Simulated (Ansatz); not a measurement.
# Straining SnO2

Level of theory: Ansatz 0.2.0, DFT r2SCAN, scalar-relativistic, plane waves, PAW. Run with 500 eV cutoff, 6×6×8 k-mesh, Gaussian smearing of 0.02 eV, no spin polarisation.

Starting point, cell and atoms relaxed:

```xyz
6
Lattice="4.7592 0.0000 0.0000 0.0000 4.7592 0.0000 0.0000 0.0000 3.2013" Properties=species:S:1:pos:R:3 pbc="T T T"
Sn    2.3796    2.3796    1.6006
Sn    0.0000    0.0000    0.0000
O     0.9236    3.8356    1.6006
O     3.8356    0.9236    1.6006
O     1.4560    1.4560    0.0000
O     3.3032    3.3032    0.0000
```

Deformation: biaxial strain in the a-b plane, with the length and tilt of c and the atoms relaxed, all within the symmetry that the strain leaves. Energies are extrapolated to zero smearing. Gaps are generalised Kohn–Sham gaps over the whole zone.

```tsv
strain (%)	ΔE (meV/atom)	a (Å)	b (Å)	c (Å)	gap (eV)
-4.5	53.9	4.545	4.545	3.320	2.25
-3.0	23.5	4.616	4.616	3.276	2.09
-1.5	5.8	4.688	4.688	3.237	1.93
+0.0	0.0	4.759	4.759	3.201	1.77
+1.5	5.2	4.831	4.831	3.170	1.62
+3.0	20.2	4.902	4.902	3.142	1.50
+4.5	43.7	4.973	4.973	3.118	1.39
```

Question: What stiffness (1/V) d²E/dε² at zero strain does a cubic fit over all points give?

Answer: A cubic fit gives (1/V) d²E/dε² = 638 GPa at zero strain (twice the biaxial modulus).

Question: How does the free axis c answer a small strain?

Answer: Between the innermost points its strain is -0.70 times the applied one.

Question: How fast does the gap move with strain on either side?

Answer: -105 meV per percent on the compressed side and -97 meV per percent on the stretched side; it is direct at -1.5 %, direct at zero and direct at +1.5 %.